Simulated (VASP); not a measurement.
# BP: input slips in a phonon run and what they do, part 3 of 3

Aim: see how common mistakes in a phonon run show up, on BP. The starting structure is a measured crystal structure from the Crystallography Open Database.

VASP 6.6.1.

Results so far: reference T2 819.5 cm⁻¹; finite displacements, else as the reference T2 819.3 cm⁻¹; a structure that was not relaxed T2 793.4 cm⁻¹; a cutoff far too low T2 857.7 cm⁻¹.

## Step 6: Modes with a k mesh far too coarse (continued)

Level of this step: LDA; plane waves and PAW (P, B) (VASP).

Parts of OUTCAR (step 6):

```text
  Total        2.2336873      2.2336873      2.2336873      0.0000000     -0.0000000     -0.0000000
  in kB      158.1573246    158.1573246    158.1573246      0.0000000     -0.0000000     -0.0000000
  external PRESSURE =     158.1573246 kB  Pullay stress =       0.0000000 kB

 POSITION                                       TOTAL-FORCE (eV/Angst)
 -----------------------------------------------------------------------------------
      3.36741      3.36741      3.36741         0.000000      0.000000      0.000000
      0.00000      0.00000      0.00000        -0.000000     -0.000000     -0.000000
 -----------------------------------------------------------------------------------
    total drift:                                0.000000      0.000000     -0.000000

 MACROSCOPIC STATIC DIELECTRIC TENSOR (including local field effects in DFT)
 ------------------------------------------------------
          32.658056    -0.000000    -0.000000
          -0.000000    32.658056     0.000000
           0.000000     0.000000    32.658056
 ------------------------------------------------------

 MACROSCOPIC STATIC DIELECTRIC TENSOR IONIC CONTRIBUTION
 ------------------------------------------------------
           0.065075     0.000000    -0.000000
           0.000000     0.065075    -0.000000
          -0.000000    -0.000000     0.065075
 ------------------------------------------------------

[... 1 part as in an earlier step ...]

[... 1 further part left out ...]
```

With a k mesh far too coarse the mode is T2 966.9 cm⁻¹, +147.4 cm⁻¹ from the reference.

## Step 7: Modes with one-sided displacements

A slip made on purpose: one-sided displacements. Against step 2 the input has IBRION = 6, NFREE = 1, POTIM = 0.015 and no LEPSILON (also changed: NELM and NSW).

File INCAR:

```
SYSTEM = BP
PREC = Accurate
ENCUT = 450
EDIFF = 1E-08
NELM = 60
ISMEAR = 0
SIGMA = 0.03
LREAL = .FALSE.
ALGO = Normal
GGA = CA
NBANDS = 10
LORBIT = 11
LWAVE = .FALSE.
LCHARG = .FALSE.
KPAR = 4
IBRION = 6
NFREE = 1
POTIM = 0.015
NSW = 1
ISIF = 2
```

File POSCAR:

```
BP
1.0
    0.0000000000      2.2449390464      2.2449390464
    2.2449390464      0.0000000000      2.2449390464
    2.2449390464      2.2449390464      0.0000000000
P B
1 1
Direct
    0.7500000000      0.7500000000      0.7500000000
    0.0000000000      0.0000000000      0.0000000000
```

File KPOINTS:

```
Automatic mesh
0
Gamma
12 12 12
0 0 0
```

The projector-augmented-wave data sets are P and B (LDA family, release 64).

Started as:

```
$ mpirun -np 4 vasp_std
```

The program printed:

```text
[... set-up lines as in an earlier step ...]
 entering main loop
       N       E                     dE             d eps       ncg     rms          rms(c)
[... 13 cycles as in an earlier step ...]
   1 F= -.14399141E+02 E0= -.14399141E+02  d E =-.462148E-21
 Found     2 degrees of freedom:
 Finite differences POTIM= 0.01500 DOF=   2
[...]
N       E                     dE             d eps       ncg     rms          rms(c)
[... 6 cycles as in an earlier step ...]
   2 F= -.14396915E+02 E0= -.14396915E+02  d E =-.437123E-21
 Finite differences progress:
  Degree of freedom:   1/  2
  Displacement:        1/  1
  Total:               1/  2
[...]
N       E                     dE             d eps       ncg     rms          rms(c)
DAV:   1    -0.143966675959E+02    0.24703E-03   -0.30815E-01  5622   0.376E+00    0.203E-01
DAV:   2    -0.143970509473E+02   -0.38335E-03   -0.76073E-03  6912   0.680E-01    0.914E-02
DAV:   3    -0.143969130111E+02    0.13794E-03   -0.35463E-04  6634   0.124E-01    0.137E-02
DAV:   4    -0.143969155792E+02   -0.25682E-05   -0.32297E-05  6514   0.424E-02    0.103E-02
DAV:   5    -0.143969152474E+02    0.33178E-06   -0.51315E-07  6788   0.498E-03    0.221E-03
DAV:   6    -0.143969152210E+02    0.26461E-07   -0.12744E-07  6578   0.235E-03    0.372E-04
DAV:   7    -0.143969152220E+02   -0.10688E-08   -0.96711E-09  4056   0.739E-04
   3 F= -.14396915E+02 E0= -.14396915E+02  d E =-.438558E-21
 Finite differences progress:
  Degree of freedom:   2/  2
  Displacement:        1/  1
  Total:               2/  2
```

Run time: 23 s. Hardware: 4 MPI ranks of AMD EPYC 7R43, shared host; peak memory 0.62 GiB.

From OUTCAR (step 7):

```text
  Total       -0.0012785      0.0029044      0.0029044      0.0000000     -0.1217274      0.0000000
  in kB       -0.0905234      0.2056494      0.2056494      0.0000000     -8.6189679      0.0000000
  external PRESSURE =       0.1069251 kB  Pullay stress =       0.0000000 kB

 POSITION                                       TOTAL-FORCE (eV/Angst)
 -----------------------------------------------------------------------------------
      3.36741      3.36741      3.36741         0.296687      0.000000      0.000000
      0.01500      0.00000      0.00000        -0.296687      0.000000      0.000000
 -----------------------------------------------------------------------------------
    total drift:                               -0.000006      0.000000      0.000000

  FREE ENERGIE OF THE ION-ELECTRON SYSTEM (eV)
  ---------------------------------------------------
  free  energy   TOTEN  =       -14.3969152220 eV

  energy  without entropy=      -14.3969152220  energy(sigma->0) =      -14.39691522

[... 2 parts as in an earlier step ...]

[... 1 further part left out ...]
[key lines of the parts left out:]
E-fermi :   8.0936
```

With one-sided displacements the mode is T2 819.3 cm⁻¹, as with finite displacements, else as the reference.

## Step 8: Comparison

| run | T2 | method | core minutes |
| --- | --- | --- | --- |
| reference | 819.5 | perturbation theory | 11.5 |
| finite displacements, else as the reference | 819.3 | finite displacements | 2.33 |
| a structure that was not relaxed | 793.4 | perturbation theory | 8.33 |
| a cutoff far too low | 857.7 | perturbation theory | 2.2 |
| a k mesh far too coarse | 966.9 | perturbation theory | 0.467 |
| one-sided displacements | 819.3 | finite displacements | 1.53 |

Modes are in cm⁻¹, degenerate ones as one, matched between runs by symmetry and order. A number in brackets counts the listed modes of one symmetry from the lowest. The symmetry labels come from an automatic analysis and can be wrong where levels nearly coincide. Core minutes are wall time times ranks of the run shown, on a shared host.

## Step 9: Results

```
T2, reference                                   : 819.5 cm⁻¹
T2, finite displacements, else as the reference : 819.3 cm⁻¹
T2, a structure that was not relaxed            : 793.4 cm⁻¹
T2, a cutoff far too low                        : 857.7 cm⁻¹
T2, a k mesh far too coarse                     : 966.9 cm⁻¹
T2, one-sided displacements                     : 819.3 cm⁻¹
```

What this shows: Finished, but with signs in the output that stand out against the reference: a structure that was not relaxed, with modes off by up to -26 cm⁻¹, in T2 (signs: a pressure of -5.3 GPa on the undisplaced cell); a cutoff far too low, with modes off by up to +38 cm⁻¹, in T2 (signs: a pressure of -10.1 GPa on the undisplaced cell); a k mesh far too coarse, with modes off by up to +147 cm⁻¹, in T2 (signs: a pressure of 15.8 GPa on the undisplaced cell). Little came of one-sided displacements in this material. Runs with finite displacements are held against the sound run of that kind. The dielectric constants and Born charges in the logs aren't compared here; at a small gap they can be far off, and in a run without a gap they mean nothing. The frequencies are harmonic, and the splitting of polar modes by their long-range field is left out. Further runs on this material are not shown.

[Lines on the potential files, build, host, timing and source positions are cut from VASP's logs without a mark.]

[Logs are printed without paths, hosts, clocks, repeated set-up lines and the standing remarks that a program may print on its own settings, such as how far it seeks lower states.]

[Hosts, paths, dates, database ids (printed as entryN), source tags and the programs' standing remarks are cut or masked in the printed files.]
